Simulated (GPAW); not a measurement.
# Si (P6/mmm) in GPAW: convergence with basis set

Aim: find how far basis set must go before the results for Si settle, at LDA. This setting moves, with any that are tied to it; all else stays.

Everything below comes from runs of GPAW 26.7.0. Logs are shortened: lines on timing, memory, paths and dates and some standing lists are left out, and cuts for length are marked. The log counts tension as positive stress, the text compression.

### Step 1. The crystal as given

The structure is hexagonal, space group P6/mmm (No. 191). The conventional cell has a = 2.621 Å, b = 2.621 Å, c = 2.466 Å, α = 90.00°, β = 90.00°, γ = 120.00°. Around Si (site symmetry 6/mmm) lie 8 Si at 2.47 to 2.62 Å.

This isn't the form of Si at room conditions, which is diamond.

### Step 2. With basis set lcao:sz(dzp)

File run.py:

```python
from ase.dft.bandgap import bandgap
from ase.io import read, write
from gpaw import GPAW

atoms = read('POSCAR')

calc = GPAW(mode='lcao',
            h=0.16,
            basis='sz(dzp)',
            xc='LDA',
            kpts={'size': (12, 12, 11), 'gamma': True},
            occupations={'name': 'fermi-dirac', 'width': 0.05},
            convergence={'density': 1e-05, 'energy': 1e-05},
            maxiter=100,
            txt='gpaw.txt')
atoms.calc = calc
energy = atoms.get_potential_energy()
forces = atoms.get_forces()
calc.write('gs.gpw')
write('result.traj', atoms)
print(f'Energy: {energy:.6f} eV')
print('Forces (eV/A):')
print(forces.round(4))
print('Fermi level:', round(calc.get_fermi_level(), 4), 'eV')
print(f'Gap: {bandgap(calc)[0]:.4f} eV, direct: {bandgap(calc, direct=True)[0]:.4f} eV')
```

File POSCAR:

```
Si
1.0
    2.6205428149      0.0000000000      0.0000000000
   -1.3102714075      2.2694566494      0.0000000000
    0.0000000000      0.0000000000      2.4663543900
Si
1
Direct
    0.0000000000      0.0000000000      0.0000000000
```

Potentials or basis: the program's PAW data sets (release 1.2.1) made for this functional, lcao:sz(dzp).

Launch:

```sh
$ OMP_NUM_THREADS=1 python run.py
```

gpaw.txt:

```text
__  _  _
 | _ |_)|_||  |
 |__||  | ||/\| - 26.7.0

Input parameters:
  mode=LCAO(),
  basis={'default': 'sz(dzp)'},
  convergence={'density': 1e-05, 'energy': 1e-05},
  h=0.16,
  kpts=MonkhorstPack(size=(12, 12, 11), gamma=True),
  maxiter=100,
  occupations=Occupations(name='fermi-dirac', width=0.05),
  xc=XC(name='LDA')

       Si

Atoms  # Å, Bohr magnetons
|   | symbol |        x |        y |        z |    initial magnetic moments |
|---|--------|----------|----------|----------|-----------------------------|
| 0 |     Si | 0.000000 | 0.000000 | 0.000000 | ( 0.0000,  0.0000,  0.0000) |

Unit cell  # Å
| periodic |         x |        y |        z |  lengths |     angles |
|----------|-----------|----------|----------|----------|------------|
|      yes |  2.620543 | 0.000000 | 0.000000 | 2.620543 |  90.000000 |
|      yes | -1.310271 | 2.269457 | 0.000000 | 2.620543 |  90.000000 |
|      yes |  0.000000 | 0.000000 | 2.466354 | 2.466354 | 120.000000 |

Number of symmetries: 24
Symmetry operations  # r_c * U_cc + t_c -> r_c
|    | kind |            matrix            |
|----|------|------------------------------|
|  0 |  σ   |  1, 1, 0,  0,-1, 0,  0, 0, 1 |
|  1 |  C2  |  1, 1, 0,  0,-1, 0,  0, 0,-1 |
|  2 |  C6  |  1, 1, 0, -1, 0, 0,  0, 0, 1 |
|  3 |  S6  |  1, 1, 0, -1, 0, 0,  0, 0,-1 |
|  4 |  E   |  1, 0, 0,  0, 1, 0,  0, 0, 1 |
|  5 |  σ   |  1, 0, 0,  0, 1, 0,  0, 0,-1 |
|  6 |  σ   |  1, 0, 0, -1,-1, 0,  0, 0, 1 |
|  7 |  C2  |  1, 0, 0, -1,-1, 0,  0, 0,-1 |
|  8 |  σ   |  0, 1, 0,  1, 0, 0,  0, 0, 1 |
|  9 |  C2  |  0, 1, 0,  1, 0, 0,  0, 0,-1 |
| 10 |  C3  |  0, 1, 0, -1,-1, 0,  0, 0, 1 |
| 11 |  S3  |  0, 1, 0, -1,-1, 0,  0, 0,-1 |
| 12 |  C6  |  0,-1, 0,  1, 1, 0,  0, 0, 1 |
| 13 |  S6  |  0,-1, 0,  1, 1, 0,  0, 0,-1 |
| 14 |  σ   |  0,-1, 0, -1, 0, 0,  0, 0, 1 |
| 15 |  C2  |  0,-1, 0, -1, 0, 0,  0, 0,-1 |
| 16 |  σ   | -1, 0, 0,  1, 1, 0,  0, 0, 1 |
| 17 |  C2  | -1, 0, 0,  1, 1, 0,  0, 0,-1 |
| 18 |  C2  | -1, 0, 0,  0,-1, 0,  0, 0, 1 |
| 19 |  i   | -1, 0, 0,  0,-1, 0,  0, 0,-1 |
| 20 |  C3  | -1,-1, 0,  1, 0, 0,  0, 0, 1 |
| 21 |  S3  | -1,-1, 0,  1, 0, 0,  0, 0,-1 |
| 22 |  σ   | -1,-1, 0,  0, 1, 0,  0, 0, 1 |
| 23 |  C2  | -1,-1, 0,  0, 1, 0,  0, 0,-1 |

BZ-sampling:
[... 213 lines left out ...]

    LCAO basis set for Si:
      Name: sz(dzp)
      File: <dir>
      Number of radial functions: 2
      Number of spherical harmonics: 4
        l=0, rc=6.8594 Bohr: 3s-sz confined orbital
        l=1, rc=9.0625 Bohr: 3p-sz confined orbital
      Number of RI-basis functions 0

Reference energy: -7858.713183  # eV

eigensolver:
  <gpaw.new.lcao.eigensolver.LCAOEigensolver object>
density mixing:
  MSR1-Mixer
  Pratt-step length: 0.05
  Maximum mixing coefficient: 0.75
  Old densities: 10
  SVD Regularization: 0.005
  Good broyden scale: 1.0
  Trust region scale: 1.0
  Backstep threshold: 4.0
  History deletion threshold: 6.0
  Fourier metric: weight=20.0, sigma=0.015

occupation numbers:
  Fermi-Dirac:
    width: 0.0500  # eV

FastPoissonSolver using
    Stencil: 8*3+1=25 point O(h^6) finite-difference Laplacian
    FFT axes: [np.int64(0), np.int64(1), np.int64(2)]
    FST axes: []

xc functional:
  name: None
interpolation: tri-quintic # 5. degree polynomial

convergence criteria:
- Maximum integral of absolute [dens]ity change: 1e-05 electrons / valence electron
- Maximum [total energy] change in last 3 cyles: 1e-05 eV / valence electron
- Maximum integral of absolute [eigenst]ate change: 4e-08 eV^2 / valence electron
maximum number of iterations: 100

SCF iterations
|iter     | |      energy | eigst |  dens |
|---------|-|-------------|-------|-------|
|iter:   1| |   -4.774440 |      c|       |
|iter:   2| |   -4.773681 |      c| -1.38 |
|iter:   3| |   -4.767625 |      c| -1.40 |
|iter:   4| |   -4.767233 |      c| -1.93 |
|iter:   5| |   -4.767231 |      c| -3.22 |
|iter:   6| |   -4.767231c|      c| -3.67 |
|iter:   7| |   -4.767231c|      c| -5.44c|

Converged in 7 steps
Energy contributions relative to reference atoms: (reference = -7858.713183)

Energy contributions:
  Kinetic:          13.857287
  Coulomb:         -10.735524
  Zero:             -0.028562
  External:          0.000000
  Xc:               -7.858888
  Entropy:          -0.003086
  Spinorbit:         0.000000
  ----------------------------
  Free energy:      -4.768774
  Extrapolated:     -4.767231

dipole moment: (-2.876963, -4.983046, -5.415374)  # |e|*Ang

Fermi level: 9.594
Eigenvalues  # (at kpt = [-0.000, -0.000, 0.000])
| band index |      eig [eV] | occ [0-2] |
|------------|---------------|-----------|
|          0 |        -5.274 |     2.000 |
|          1 |        17.247 |     0.000 |
|          2 |        19.266 |     0.000 |
|          3 |        19.266 |     0.000 |

No gap
No difference between direct/indirect transitions

Forces  # eV/Ang
|       x |        y |       z |
|---------|----------|---------|
| 0.00000 | -0.00000 | 0.00000 |  # Si   0

# Writing to gs.gpw (mode='')
```

stdout:

```text
Energy: -4.767231 eV
Forces (eV/A):
[[ 0. -0.  0.]]
Fermi level: 9.5939 eV
Gap: 0.0000 eV, direct: 0.0000 eV
```

Wall time 67 s (1 thread of Arm Neoverse V1, shared host); peak memory 0.14 GiB.

What came out:

* Free energy: -4.7688 eV
* Band gap on the k mesh: none (metal or under the smearing width)

### Step 3. With basis set lcao:szp(dzp)

run.py, as its differences from that of step 2:

```diff
@@ -8,3 +8,3 @@
             h=0.16,
-            basis='sz(dzp)',
+            basis='szp(dzp)',
             xc='LDA',
```

POSCAR is that of step 2.

Potentials or basis: the program's PAW data sets (release 1.2.1) made for this functional, lcao:szp(dzp).

Launch:

```sh
$ OMP_NUM_THREADS=1 python run.py
```

It took 4.9 min on 1 thread of Arm Neoverse V1, shared host; peak memory 0.15 GiB.

Results:

| Property | Result |
| --- | --- |
| Free energy | -5.5012 eV |
| Band gap on the k mesh | none (metal or under the smearing width) |

### Step 4. With basis set lcao:dz(dzp)

run.py, as its differences from that of step 3:

```diff
@@ -8,3 +8,3 @@
             h=0.16,
-            basis='szp(dzp)',
+            basis='dz(dzp)',
             xc='LDA',
```

POSCAR is that of step 3.

Potentials or basis: the program's PAW data sets (release 1.2.1) made for this functional, lcao:dz(dzp).

Launch:

```sh
$ OMP_NUM_THREADS=1 python run.py
```

Wall time 93 s (1 thread of Arm Neoverse V1, shared host); peak memory 0.14 GiB.

Results:

```
Free energy            : -5.0903 eV
Band gap on the k mesh : none (metal or under the smearing width)
```

### Step 5. With basis set lcao:dzp

run.py, as its differences from that of step 4:

```diff
@@ -8,3 +8,3 @@
             h=0.16,
-            basis='dz(dzp)',
+            basis='dzp',
             xc='LDA',
```

POSCAR is that of step 4.

Potentials or basis: the program's PAW data sets (release 1.2.1) made for this functional, lcao:dzp.

Launch:

```sh
$ OMP_NUM_THREADS=1 python run.py
```

Run time: 5.8 min. Hardware: 1 thread of Arm Neoverse V1, shared host; peak memory 0.15 GiB.

It converged, with:

| Item | Value |
| --- | --- |
| Free energy | -5.6020 eV |
| Band gap on the k mesh | none (metal or under the smearing width) |

### Step 6. With basis set fd

run.py, as its differences from that of step 5:

```diff
@@ -6,5 +6,4 @@
 
-calc = GPAW(mode='lcao',
+calc = GPAW(mode='fd',
             h=0.16,
-            basis='dzp',
             xc='LDA',
@@ -12,2 +11,3 @@
             occupations={'name': 'fermi-dirac', 'width': 0.05},
+            nbands=8,
             convergence={'density': 1e-05, 'energy': 1e-05},
```

POSCAR is that of step 5.

Potentials or basis: the program's PAW data sets (release 1.2.1) made for this functional, fd.

Launch:

```sh
$ OMP_NUM_THREADS=1 python run.py
```

Wall time 27 s (1 thread of Arm Neoverse V1, shared host); peak memory 0.28 GiB.

It converged, with:

```
Free energy            : -5.7233 eV
Band gap on the k mesh : none (metal or under the smearing width)
```

### Step 7. With basis set pw

run.py, as its differences from that of step 6:

```diff
@@ -2,3 +2,4 @@
 from ase.io import read, write
-from gpaw import GPAW
+from ase.units import GPa
+from gpaw import GPAW, PW
 
@@ -6,4 +7,3 @@
 
-calc = GPAW(mode='fd',
-            h=0.16,
+calc = GPAW(mode=PW(600),
             xc='LDA',
@@ -18,2 +18,3 @@
 forces = atoms.get_forces()
+stress = atoms.get_stress()
 calc.write('gs.gpw')
@@ -23,2 +24,3 @@
 print(forces.round(4))
+print('Stress (GPa):', (stress / GPa).round(3))
 print('Fermi level:', round(calc.get_fermi_level(), 4), 'eV')
```

POSCAR is that of step 6.

Potentials or basis: the program's PAW data sets (release 1.2.1) made for this functional, pw.

Launch:

```sh
$ OMP_NUM_THREADS=1 python run.py
```

Run time: 7.3 s. Hardware: 1 thread of Arm Neoverse V1, shared host; peak memory 0.13 GiB.

It converged, with:

| Item | Value |
| --- | --- |
| Free energy | -5.7234 eV |
| Pressure | -0.5 GPa |
| Band gap on the k mesh | none (metal or under the smearing width) |

### Step 8. Summary

| basis set | energy less the tightest run, at zero smearing (meV/atom) | SCF cycles | CPU time (s) | peak memory (GiB) |
| --- | --- | --- | --- | --- |
| lcao:sz(dzp) | 954.61 | 7 | 67 | 0.14 |
| lcao:szp(dzp) | 222.00 | 8 | 290 | 0.15 |
| lcao:dz(dzp) | 632.72 | 7 | 93 | 0.14 |
| lcao:dzp | 121.21 | 8 | 350 | 0.15 |
| fd | 0.11 | 9 | 27 | 0.28 |
| pw | 0.00 | 8 | 7.3 | 0.13 |

Against the tightest run, the energy stays within 1 meV/atom from fd on. The tightest run that finished is the yardstick and may itself not be fully converged.
